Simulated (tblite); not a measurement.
# GFN1-xTB (tblite) on SnSe: a test of settings

Aim: start from a run with usual settings and see what each changed setting does to the results.

Method: GFN1-xTB (tblite), atoms fixed, no spin polarisation, in tblite 0.8.0.

**1. The system as given**

It takes space group I4/mmm (No. 139, tetragonal). The conventional cell has a = 4.219 Å, b = 4.219 Å, c = 5.993 Å, α = 90.00°, β = 90.00°, γ = 90.00°. Sn (site symmetry 4/mmm) is surrounded by 6 Se at 2.98 to 3.00 Å. Around Se (site symmetry 4/mmm) lie 6 Sn at 2.98 to 3.00 Å.

As a file:

```
Sn Se
1.0
     4.21934    0.00000    0.00000
     0.00000    4.21934    0.00000
     0.00000    0.00000    5.99303
Sn Se
2 2
Direct
  0.50000 0.00000 0.25009
  0.00000 0.50000 0.74991
  0.50000 0.00000 0.74990
  0.00000 0.50000 0.25010
```

The structure type (database structure) is imposed and need not be the compound's stable one.

**2. The reference run**

run.py

```python
import json
from ase import Atoms
from ase.build import make_supercell
from ase.units import Bohr, GPa, Hartree
from tblite.interface import Calculator

atoms = Atoms(['Sn', 'Sn', 'Se', 'Se'],
              cell=[[4.21933943, 0.0, 0.0], [0.0, 4.21933943, 0.0], [0.0, 0.0, 5.99302563]],
              scaled_positions=[[0.5, 0.0, 0.250091606], [0.0, 0.5, 0.749908394], [0.5, 0.0, 0.749897271], [0.0, 0.5, 0.250102729]],
              pbc=True)
cluster = make_supercell(atoms, [[2, 0, 0], [0, 2, 0], [0, 0, 2]])
calc = Calculator('GFN1-xTB', cluster.numbers, cluster.positions / Bohr, lattice=cluster.cell[:] / Bohr, periodic=cluster.pbc)
calc.set('temperature', 0.02 / Hartree)
calc.set('max-iter', 150)
res = calc.singlepoint()
levels = res.get('orbital-energies') * Hartree
nv = round(res.get('orbital-occupations').sum() / 2)
cells = len(cluster) // len(atoms)
out = {'energy_per_cell': res.get('energy') * Hartree / cells, 'homo': levels[nv - 1], 'lumo': levels[nv],
       'stress': (-res.get('virial') * Hartree / cluster.get_volume() / GPa).tolist(), 'charges': res.get('charges')[:len(atoms)].tolist(), 'electrons': 2 * nv / cells}
json.dump(out, open('results.json', 'w'))
for key, value in out.items():
    print(key, value)
```

Command:

```
$ python run.py
```

Output:

```text
------------------------------------------------------------
  cycle        total energy    energy error   density error
------------------------------------------------------------
      1     -94.74097408398  -9.4476349E+01   4.5641845E-01
      2     -94.19074886484   5.5022522E-01   3.2081262E-01
      3     -94.92441168977  -7.3366282E-01   2.7861787E-01
      4     -94.95685498484  -3.2443295E-02   2.0365311E-01
      5     -95.10689982415  -1.5004484E-01   1.0331352E-01
      6     -95.14907178606  -4.2171962E-02   5.4375019E-02
      7     -95.14983317528  -7.6138922E-04   5.1767124E-02
      8     -95.15654523366  -6.7120584E-03   3.8362422E-02
      9     -95.14301127106   1.3533963E-02   6.4475807E-02
     10     -95.13966607925   3.3451918E-03   6.7237536E-02
     11     -95.14587649769  -6.2104184E-03   5.9947275E-02
     12     -95.15157951619  -5.7030185E-03   4.8645370E-02
     13     -95.15851961855  -6.9401024E-03   3.3787972E-02
     14     -95.16204737449  -3.5277559E-03   2.1432384E-02
     15     -95.16367366659  -1.6262921E-03   1.2730378E-02
     16     -95.16440675676  -7.3309017E-04   4.9314546E-03
     17     -95.16453377821  -1.2702145E-04   8.4913789E-04
     18     -95.16452069599   1.3082216E-05   1.7798682E-03
     19     -95.16453763270  -1.6936704E-05   9.2540014E-05
     20     -95.16453745642   1.7628032E-07   2.0432221E-04
     21     -95.16453735118   1.0523657E-07   2.4795507E-04
     22     -95.16453765240  -3.0121832E-07   7.2869874E-05
     23     -95.16453768012  -2.7720063E-08   1.1816528E-05
------------------------------------------------------------

 total:                                   1.001 sec
energy_per_cell -323.69487133051666
homo -8.352131604908157
lumo -8.328938653299998
stress [[-7.079424211270471, -2.672086880408262e-07, -6.188341821399697e-07], [-2.6720868795653474e-07, -7.079424211270382, 6.188342021659563e-07], [-6.188341821335135e-07, 6.188342021839281e-07, -13.539917172334578]]
charges [0.09759859811909966, 0.09759660153966304, -0.09759899260946327, -0.09759928747342562]
electrons 20.0
```

Run time: 1.8 s. Hardware: 1 thread of Arm Neoverse V1, shared host; peak memory 0.1 GiB.

Gap 0.02 eV; pressure -9.2 GPa. The 32 atoms of the cluster fold only a few k-points onto the zone centre, so gap and energy may not be converged in the cluster's size.

**3. Change: temperature = 0.3**

Changes to run.py since step 2:

```diff
@@ -12,3 +12,3 @@
 calc = Calculator('GFN1-xTB', cluster.numbers, cluster.positions / Bohr, lattice=cluster.cell[:] / Bohr, periodic=cluster.pbc)
-calc.set('temperature', 0.02 / Hartree)
+calc.set('temperature', 0.3 / Hartree)
 calc.set('max-iter', 150)
```

Command:

```
$ python run.py
```

Output:

```text
------------------------------------------------------------
  cycle        total energy    energy error   density error
------------------------------------------------------------
      1     -95.04157065506  -9.4776946E+01   3.7388684E-01
      2     -94.99965006445   4.1920591E-02   1.7633729E-01
      3     -95.21604157437  -2.1639151E-01   1.6875384E-01
      4     -95.28417785998  -6.8136286E-02   1.0754917E-03
      5     -95.28418357833  -5.7183503E-06   2.5369225E-04
      6     -95.28417624144   7.3368897E-06   4.4980391E-04
      7     -95.28418396677  -7.7253324E-06   2.2595821E-05
      8     -95.28418396988  -3.1095055E-09   7.6197160E-06
------------------------------------------------------------

 total:                                   0.788 sec
energy_per_cell -324.10183900266014
homo -8.397034408116673
lumo -8.313866176544241
stress [[-6.503794255333406, -2.911982562500685e-07, -6.922794538417116e-07], [-2.9119825628758546e-07, -6.50379425533341, 6.922796252328755e-07], [-6.922794538485567e-07, 6.922796252287056e-07, -12.789667410007368]]
charges [0.10820560965538573, 0.10820413425086528, -0.10820515657462797, -0.10820460479313432]
electrons 20.0
```

It took 1.7 s on 1 thread of Arm Neoverse V1, shared host; peak memory 0.11 GiB.

Against the reference run the gap moves by +0.06 eV and the energy by -101.7 meV/atom. At a high electronic temperature the free energy holds a large −TS term.

**4. Change: accuracy = 10.0**

Changes to run.py since step 3:

```diff
@@ -12,4 +12,5 @@
 calc = Calculator('GFN1-xTB', cluster.numbers, cluster.positions / Bohr, lattice=cluster.cell[:] / Bohr, periodic=cluster.pbc)
-calc.set('temperature', 0.3 / Hartree)
+calc.set('temperature', 0.02 / Hartree)
 calc.set('max-iter', 150)
+calc.set('accuracy', 10.0)
 res = calc.singlepoint()
```

Command:

```
$ python run.py
```

Output:

```text
------------------------------------------------------------
  cycle        total energy    energy error   density error
------------------------------------------------------------
      1     -94.74097456156  -9.4476350E+01   4.5641843E-01
      2     -94.19074941504   5.5022515E-01   3.2081258E-01
      3     -94.92441201872  -7.3366260E-01   2.7861789E-01
      4     -94.95685535144  -3.2443333E-02   2.0365309E-01
      5     -95.10690020573  -1.5004485E-01   1.0331350E-01
      6     -95.14907234011  -4.2172134E-02   5.4374680E-02
      7     -95.14983341030  -7.6107020E-04   5.1767334E-02
      8     -95.15654550499  -6.7120947E-03   3.8362620E-02
      9     -95.14301120919   1.3534296E-02   6.4476442E-02
     10     -95.13966600686   3.3452023E-03   6.7238108E-02
     11     -95.14587669136  -6.2106845E-03   5.9947537E-02
     12     -95.15157981607  -5.7031247E-03   4.8645470E-02
     13     -95.15851998489  -6.9401688E-03   3.3787938E-02
     14     -95.16204775773  -3.5277728E-03   2.1432260E-02
     15     -95.16367403403  -1.6262763E-03   1.2730281E-02
     16     -95.16440711589  -7.3308186E-04   4.9313638E-03
     17     -95.16453413282  -1.2701693E-04   8.4910530E-04
     18     -95.16452105086   1.3081954E-05   1.7798390E-03
     19     -95.16453798703  -1.6936169E-05   9.2516347E-05
     20     -95.16453781076   1.7627700E-07   2.0430990E-04
     21     -95.16453770550   1.0525908E-07   2.4795342E-04
     22     -95.16453800669  -3.0119168E-07   7.2898125E-05
------------------------------------------------------------

 total:                                   0.827 sec
energy_per_cell -323.694872441319
homo -8.352108298540513
lumo -8.328946346812991
stress [[-7.077861623526414, -2.673495761869492e-07, -6.193250201427063e-07], [-2.673495761469606e-07, -7.077861623526538, 6.193264059061427e-07], [-6.193250201606168e-07, 6.19326405895317e-07, -13.538385096734983]]
charges [0.09769343058515984, 0.09769121015856858, -0.09769255279713676, -0.09769274555573768]
electrons 20.0
```

It took 1.7 s on 1 thread of Arm Neoverse V1, shared host; peak memory 0.11 GiB.

Against the reference run the gap moves by 0.00 eV and the energy by 0.0 meV/atom.

**5. Change: mixer-damping = 0.1**

Changes to run.py since step 4:

```diff
@@ -14,3 +14,3 @@
 calc.set('max-iter', 150)
-calc.set('accuracy', 10.0)
+calc.set('mixer-damping', 0.1)
 res = calc.singlepoint()
```

Command:

```
$ python run.py
```

Output:

```text
------------------------------------------------------------
  cycle        total energy    energy error   density error
------------------------------------------------------------
      1     -94.74097408398  -9.4476349E+01   4.5641845E-01
      2     -94.99101930048  -2.5004522E-01   3.4509982E-01
      3     -94.67952295416   3.1149635E-01   2.2669504E-01
      4     -93.90963636280   7.6988659E-01   6.2828284E-01
      5     -94.93407989103  -1.0244435E+00   2.2768217E-01
      6     -95.07614513244  -1.4206524E-01   1.2495033E-01
      7     -95.15079484790  -7.4649715E-02   5.1270244E-02
      8     -95.15472812804  -3.9332801E-03   4.3478558E-02
      9     -95.15979848448  -5.0703564E-03   3.0085068E-02
     10     -95.16383527898  -4.0367945E-03   1.1826003E-02
     11     -95.16269538880   1.1398902E-03   1.8835598E-02
     12     -95.16425359164  -1.5582028E-03   7.4571896E-03
     13     -95.16440705515  -1.5346351E-04   5.0103271E-03
     14     -95.16453765652  -1.3060137E-04   7.9499951E-05
     15     -95.16453758149   7.5024843E-08   1.3665362E-04
     16     -95.16453768087  -9.9382859E-08   2.9848698E-07
------------------------------------------------------------

 total:                                   0.883 sec
energy_per_cell -323.69487133308786
homo -8.35213593260414
lumo -8.328936806338424
stress [[-7.079739289750168, -2.6718048424757476e-07, -6.187363934994598e-07], [-2.671804841167647e-07, -7.079739289750141, 6.187363917567306e-07], [-6.187363934863585e-07, 6.187363917636263e-07, -13.540226230565866]]
charges [0.0975805948218853, 0.09757864146350698, -0.09757945409067507, -0.09757977354164535]
electrons 20.0
```

Wall time 1.7 s (1 thread of Arm Neoverse V1, shared host); peak memory 0.1 GiB.

Against the reference run the gap moves by 0.00 eV and the energy by 0.0 meV/atom.

**6. Change: accuracy = 1000.0**

Changes to run.py since step 5:

```diff
@@ -14,3 +14,3 @@
 calc.set('max-iter', 150)
-calc.set('mixer-damping', 0.1)
+calc.set('accuracy', 1000.0)
 res = calc.singlepoint()
```

Command:

```
$ python run.py
```

Output:

```text
------------------------------------------------------------
  cycle        total energy    energy error   density error
------------------------------------------------------------
      1     -94.73192804882  -9.4467303E+01   4.5731553E-01
      2     -94.18478233973   5.4714571E-01   3.2163114E-01
      3     -94.92269820446  -7.3791586E-01   2.7695571E-01
      4     -94.95619283386  -3.3494629E-02   2.0319138E-01
      5     -95.09831423483  -1.4212140E-01   1.0882289E-01
      6     -95.11658879643  -1.8274562E-02   9.2056672E-02
      7     -95.16159209248  -4.5003296E-02   8.6372159E-03
      8     -95.16178311605  -1.9102357E-04   7.4560626E-03
------------------------------------------------------------

 total:                                   0.326 sec
energy_per_cell -323.68550189224555
homo -8.350999743088986
lumo -8.321498131851667
stress [[-7.310450502506257, -2.470008842297523e-07, -5.600318919515756e-07], [-2.4700088419642705e-07, -7.310450502506311, 5.600317551944911e-07], [-5.600318919539734e-07, 5.600317551880883e-07, -13.777384193809668]]
charges [0.08915742567506946, 0.0815811527178823, -0.08902446550111592, -0.08171409419115266]
electrons 20.0
```

Run time: 1.1 s. Hardware: 1 thread of Arm Neoverse V1, shared host; peak memory 0.1 GiB.

Against the reference run the gap moves by +0.01 eV and the energy by +2.3 meV/atom.

**7. Change: cluster = 1x1x1**

Changes to run.py since step 6:

```diff
@@ -10,3 +10,3 @@
               pbc=True)
-cluster = make_supercell(atoms, [[2, 0, 0], [0, 2, 0], [0, 0, 2]])
+cluster = make_supercell(atoms, [[1, 0, 0], [0, 1, 0], [0, 0, 1]])
 calc = Calculator('GFN1-xTB', cluster.numbers, cluster.positions / Bohr, lattice=cluster.cell[:] / Bohr, periodic=cluster.pbc)
@@ -14,3 +14,2 @@
 calc.set('max-iter', 150)
-calc.set('accuracy', 1000.0)
 res = calc.singlepoint()
```

Command:

```
$ python run.py
```

Output:

```text
------------------------------------------------------------
  cycle        total energy    energy error   density error
------------------------------------------------------------
      1     -12.11043900903  -1.2077361E+01   2.3499442E-01
      2     -12.13223263819  -2.1793629E-02   5.6693065E-02
      3     -12.13580220042  -3.5695622E-03   2.3021914E-02
      4     -12.13583419941  -3.1998995E-05   1.2505001E-03
      5     -12.13583528971  -1.0902932E-06   5.1232475E-05
      6     -12.13583528980  -9.2398977E-11   1.4298644E-05
------------------------------------------------------------

 total:                                   0.090 sec
energy_per_cell -330.2328987989023
homo -10.42590748847056
lumo -3.8947011816785544
stress [[-15.185338412955405, -6.515004899699629e-08, -2.718471228292312e-07], [-6.515004942820307e-08, -15.18533841295536, 2.718471103014749e-07], [-2.7184712288742274e-07, 2.7184711035577426e-07, -33.709255391245975]]
charges [0.11761954272688925, 0.117619542726879, -0.11761954272688568, -0.11761954272687924]
electrons 20.0
```

Run time: 0.95 s. Hardware: 1 thread of Arm Neoverse V1, shared host; peak memory 0.096 GiB.

Against the reference run the gap moves by +6.51 eV and the energy by -1634.5 meV/atom. One cell at the zone centre alone can't describe the crystal.

**8. Change: cluster = 3x3x3**

Changes to run.py since step 7:

```diff
@@ -10,3 +10,3 @@
               pbc=True)
-cluster = make_supercell(atoms, [[1, 0, 0], [0, 1, 0], [0, 0, 1]])
+cluster = make_supercell(atoms, [[3, 0, 0], [0, 3, 0], [0, 0, 3]])
 calc = Calculator('GFN1-xTB', cluster.numbers, cluster.positions / Bohr, lattice=cluster.cell[:] / Bohr, periodic=cluster.pbc)
```

Command:

```
$ python run.py
```

Output:

```text
------------------------------------------------------------
  cycle        total energy    energy error   density error
------------------------------------------------------------
      1     -323.4338869946  -3.2254078E+02   2.6659768E-01
      2     -323.5843083873  -1.5042139E-01   1.0096910E-01
      3     -323.7180796916  -1.3377130E-01   1.0432212E-01
      4     -323.7974751831  -7.9395492E-02   2.0270458E-03
      5     -323.7975333687  -5.8185590E-05   7.4161429E-04
      6     -323.7975364626  -3.0938408E-06   4.1432717E-05
      7     -323.7975367534  -2.9085066E-07   1.1060859E-05
------------------------------------------------------------

 total:                                   6.844 sec
energy_per_cell -326.3325839383799
homo -9.647111286547538
lumo -6.7121373904878565
stress [[-15.102522099596577, -1.5111273215170386e-07, -1.2911387926572817e-07], [-1.5111273207527634e-07, -15.102522099596607, 1.291138778591505e-07], [-1.2911387928738445e-07, 1.291138778784738e-07, -15.37991858222284]]
charges [0.08377081495748098, 0.0837784208176236, -0.08380590195339738, -0.08381461485215823]
electrons 20.0
```

It took 7.9 s on 1 thread of Arm Neoverse V1, shared host; peak memory 0.22 GiB.

Against the reference run the gap moves by +2.91 eV and the energy by -659.4 meV/atom. Another cluster folds other k-points onto the zone centre, and changes which images the real-space sums reach.

**9. Results**

| change | ends | gap (eV) | energy (meV/atom) | pressure (GPa) | time |
| --- | --- | --- | --- | --- | --- |
| none | converged | 0.02 | 0 | -9.2 | 1.8 s |
| temperature = 0.3 | converged | +0.06 | -101.7 | +0.6 | 1.7 s |
| accuracy = 10.0 | converged | 0.00 | 0.0 | 0.0 | 1.7 s |
| mixer-damping = 0.1 | converged | 0.00 | 0.0 | 0.0 | 1.7 s |
| accuracy = 1000.0 | converged | +0.01 | +2.3 | -0.2 | 1.1 s |
| cluster = 1x1x1 | converged | +6.51 | -1634.5 | -12.1 | 0.95 s |
| cluster = 3x3x3 | converged | +2.91 | -659.4 | -6.0 | 7.9 s |

The first row holds values, the others changes from it. Keys are the program's: temperature in eV (tblite) or K (CP2K), cutoffs in Ry, CUTOFP in Å. Among the numerical settings, cluster = 1x1x1 moves the energy most (-1634.5 meV/atom). The changed runs test settings; they are no properties of the crystal.
